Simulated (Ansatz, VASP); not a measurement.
One calculation of Bi, two programs

```
CELL_PARAMETERS angstrom
2.29246 1.32355 4.04675
-2.29246 1.32355 4.04675
0.00000 -2.64710 4.04675
ATOMIC_POSITIONS crystal
Bi 0.23371 0.23371 0.23371
Bi 0.76629 0.76629 0.76629
```

Alike in both runs: task single point; functional PBE; k mesh 4 × 4 × 4; occupations fermi-dirac, width 0.1 eV; no spin polarisation.

|  | VASP | Ansatz |
| --- | --- | --- |
| version | VASP 6.6.1 | Ansatz 0.2.0 |
| potentials or method | VASP PAW PBE potentials, release 64 (Bi_d) | plane waves (420 eV) with PAW, scalar-relativistic |
| plane-wave cutoff (eV) | 520 | 420 |
| valence electrons in the cell | 30 | 30 |

VASP gave:

| Quantity | Value |
| --- | --- |
| pressure (GPa) | -0.3 |
| largest component of the traceless stress (GPa) | 0.50 |

Task: Which values does Ansatz return?

Result: Pressure (GPa): -0.2; largest component of the traceless stress (GPa): 0.50.

Caveats: the k mesh is coarse (spacing up to 0.42 Å⁻¹), so the values aren't converged.
